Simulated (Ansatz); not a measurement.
Runs of Ansatz 0.2.0 on Yb. Symmetry: Im-3m, No. 229, cubic system. Conventional cell: a = 4.303 Å, b = 4.303 Å, c = 4.303 Å, α = 90.00°, β = 90.00°, γ = 90.00°. Yb (site symmetry m-3m) is surrounded by 8 Yb at 3.73 Å. This isn't the form of Yb at room conditions, which is fcc.

```csv
task,level,spin,U,cutoff (eV),gap on the mesh (eV),pressure (GPa),moment (μB)
density of states,PBEsol+U,"collinear, ferromagnetic start",Yb f U = 6 eV,184,none,(b),0.00
density of states,PBEsol+U,"collinear, ferromagnetic start",Yb f U = 2 eV,184,none,-2.4,0.00
single point,PBEsol,"collinear, ferromagnetic start",-,184,none,-3.4,0.00
single point,PBEsol,off,-,184,none,-3.4,-
band structure,LDA,"collinear, ferromagnetic start",-,185,-,-4.6,0.00
density of states,PBEsol+U,"collinear, ferromagnetic start",Yb f U = 8 eV,184,none,(a),0.00
density of states,PBEsol+U,"collinear, ferromagnetic start",Yb f U = 4 eV,184,none,-1.8,0.00
```

Alike in all rows: potentials or basis all-electron LAPW, scalar-relativistic; cell as given; k mesh 9 × 9 × 9; smearing fermi-dirac 0.05 eV; basis error allowed 0.001 eV/atom.

Task: Estimate the missing entries.

Result: (a) -1.0; (b) -1.3.

Caveats: an open f shell can end in a state above the lowest; spin-orbit coupling is left out, which moves the levels of the heavy elements (some runs); the magnetic state may not be the lowest (some runs); U is the effective U less J, on atomic orbitals that reach past the spheres (some runs).

A k mesh can miss the band edges, and the runs leave out spin-orbit coupling on Yb.

A gap of «none» marks a metal or a gap under the smearing width.

Not every run made on this cell is shown here.
